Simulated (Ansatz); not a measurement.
Here is an Ansatz 0.2.0 calculation.

The input input.yaml:

```yaml
crystal:
  lattice:
    - [2.7435, 1.5839604635, 4.8366666667]
    - [-2.7435, 1.5839604635, 4.8366666667]
    - [0.0, -3.167920927, 4.8366666667]
  atoms:
    - { symbol: In, position: [0.85731, 0.85731, 0.85731] }
    - { symbol: In, position: [0.64269, 0.64269, 0.64269] }
    - { symbol: In, position: [0.14269, 0.14269, 0.14269] }
    - { symbol: In, position: [0.35731, 0.35731, 0.35731] }
    - { symbol: O, position: [0.048, 0.75, 0.452] }
    - { symbol: O, position: [0.75, 0.452, 0.048] }
    - { symbol: O, position: [0.452, 0.048, 0.75] }
    - { symbol: O, position: [0.952, 0.25, 0.548] }
    - { symbol: O, position: [0.25, 0.548, 0.952] }
    - { symbol: O, position: [0.548, 0.952, 0.25] }
hamiltonian:
  xc: r2scan
  pseudopotentials: { kind: paw_fr }
magnetization:
  noncollinear: true
  spin_orbit: true
kpoints:
  mp_grid: { grid: [6, 6, 6] }
  band_path:
    path:
      - [[0.0, 0.0, 0.0], [0.5, 0.0, 0.0], [0.5, 0.2381665116, -0.2381665116]]
      - [[0.7618334884, 0.5, 0.2381665116], [0.5, 0.5, 0.5], [0.0, 0.0, 0.0], [0.3690832558, 0.0, -0.3690832558]]
      - [[0.6309167442, 0.3690832558, 0.0], [0.5, 0.5, 0.0], [0.6309167442, 0.6309167442, 0.2381665116], [0.5, 0.5, 0.5]]
      - [[0.5, 0.0, 0.0], [0.7618334884, 0.3690832558, 0.3690832558]]
    npoints: 10
scf:
  occupations: { method: fermi_dirac, width: 0.05 }
  n_extra_bands: 25
output:
  forces: true
  stress: true
  eigenvalues: true
  fatbands: false
```

Potentials or basis: Ansatz PAW.

Launch:

```console
$ ansatz run input.yaml --threads 4 --pin off --max-ram 11264MiB --backend cpu --events-out ev --progress --plain --runs-dir out
```

Q: Predict the largest force.

A: 0.129 eV/Å.

Q: What does it give for the pressure?

A: 2.0 GPa.

Forces on the atoms (eV/Å):
```
In   0.000  0.000 -0.080
In   0.000  0.000  0.080
In   0.000  0.000  0.080
In   0.000  0.000 -0.080
O   -0.065 -0.112  0.000
O   -0.065  0.112  0.000
O    0.129  0.000  0.000
O    0.065  0.112  0.000
O    0.065 -0.112  0.000
O   -0.129  0.000  0.000
```

Caveat: the PAW data sets come from PBE, with cores solved anew for the run's functional, which leaves a small shift of forces and pressure.

**The experiment to reproduce.**

From “Fabrication and performance enhancement of an In2O3/BiVO4 heterojunction for N-butanol gas sensing applications”, 2024, pmc:11650617, for a powder of In2O3: band gap 3.08 eV (optical).

Measured gap of In2O3: 3.08 eV (optical; powder; “Fabrication and performance enhancement of an In2O3/BiVO4 heterojunction for N-butanol gas sensing applications”, 2024, pmc:11650617). This calculation gives 1.89 eV (-1.19 eV). The value is that of r2SCAN, without temperature or zero-point motion.
